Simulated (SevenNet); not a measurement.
System: rock-salt NaBr. Method: the machine-learned potential SevenNet-0 (trained on PBE and PBE+U data).

Computed at the level's own relaxed cell.

```
CELL_PARAMETERS angstrom
      0.00000     3.01627     3.01627
      3.01627     0.00000     3.01627
      3.01627     3.01627     0.00000
ATOMIC_POSITIONS crystal
  Na 0.00000 0.00000 0.00000
  Br 0.50000 0.50000 0.50000
```

Problem. Give the elastic tensor (Voigt notation, GPa, ions relaxed, in the Cartesian axes of the cell as printed).

Solution. 
```
   36.6    10.9    10.9     0.0     0.0     0.0
   10.9    36.6    10.9     0.0     0.0     0.0
   10.9    10.9    36.6     0.0     0.0     0.0
    0.0     0.0     0.0     9.0     0.0     0.0
    0.0     0.0     0.0     0.0     9.0     0.0
    0.0     0.0     0.0     0.0     0.0     9.0
```

Measured, for comparison: elastic constant C11 48 GPa (4 K, zero-point motion not removed, our sources range from 46.5 to 48.0; as tabulated in X. Wang et al., RSC Advances (2016)); elastic constant C12 9.86 GPa, elastic constant C44 10.7 GPa (4 K, zero-point motion not removed; as tabulated in X. Wang et al., RSC Advances (2016)). Computed (rounded) less measured: elastic constant C11 -24 % (-21 % to -24 % over the range), elastic constant C12 +11 %, elastic constant C44 -16 %.

A machine-learned potential is trained on density-functional data: it inherits that level's misses and adds fitting errors of its own.

Computed values are for the static lattice.
